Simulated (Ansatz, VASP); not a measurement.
Given: the input of a run of Ansatz 0.2.0 on Si.

Contents of input.yaml:

```yaml
crystal:
  lattice:
    - [0.0, 2.7218511865, 2.7218511865]
    - [2.7218511865, 0.0, 2.7218511865]
    - [2.7218511865, 2.7218511865, 0.0]
  atoms:
    - { symbol: Si, position: [0.5, 0.5, 0.5] }
    - { symbol: Si, position: [0.75, 0.75, 0.75] }
hamiltonian:
  xc: pbe
  pseudopotentials: { kind: paw }
kpoints:
  mp_grid: { grid: [8, 8, 8] }
scf:
  occupations: { method: fermi_dirac, width: 0.05 }
output:
  forces: true
  stress: true
  eigenvalues: true
relax:
  f_tol: 0.01
  max_steps: 40
  cell: { stress_tol: 0.05 }
```

Potentials or basis: Ansatz PAW.

Run with:

```bash
$ ansatz run input.yaml --threads 2 --pin off --max-ram 5632MiB --backend cpu --events-out ev --progress --plain --runs-dir out
```

**Question.** Set up the same calculation for VASP 6.6.1. Potentials there: VASP PAW PBE potentials, release 64 (Si).

**Answer.** As run (the cutoff follows the program's own potentials):

File INCAR:

```
SYSTEM = Si
PREC = Accurate
ENCUT = 600
EDIFF = 1E-6
ISMEAR = -1
SIGMA = 0.05
LREAL = .FALSE.
LASPH = .TRUE.
NELM = 80
ALGO = Fast
ISIF = 3
LWAVE = .FALSE.
LCHARG = .FALSE.
GGA = PE
IBRION = 2
NSW = 40
EDIFFG = -0.005
```

The input KPOINTS:

```
regular mesh
0
G
  8 8 8
  0 0 0
```

POSCAR

```
Si
1.0
    0.0000000000      2.7218511865      2.7218511865
    2.7218511865      0.0000000000      2.7218511865
    2.7218511865      2.7218511865      0.0000000000
Si
2
Direct
    0.5000000000      0.5000000000      0.5000000000
    0.7500000000      0.7500000000      0.7500000000
```

Potentials or basis: VASP PAW PBE potentials, release 64 (Si).

Launch:

```sh
$ cat potpaw_PBE.64/Si/POTCAR > POTCAR
$ mpirun -np 1 vasp_std > vasp.out
```

Both were run:

|  | VASP | Ansatz | Ansatz less VASP |
| --- | --- | --- | --- |
| gap on the k mesh at the Fermi level, each at its own relaxed structure (eV) | 0.65 | 0.65 | -0.002 |
| relaxed volume (Å³/atom) | 20.44 | 20.46 | +0.015 |
| relaxed cell length with the largest relative difference (Å) | 3.867 | 3.868 | +0.0010 |
| energy change over the relaxation (meV/atom) | -1 | -1 | -0.1 |

Caveats: the plane-wave basis is chosen anew once the cell has moved, so the energies of steps on either side of that aren't comparable (Ansatz). A k mesh can miss the band edges. Expect the measured gap to be larger: semilocal functionals such as PBE lack the derivative discontinuity.
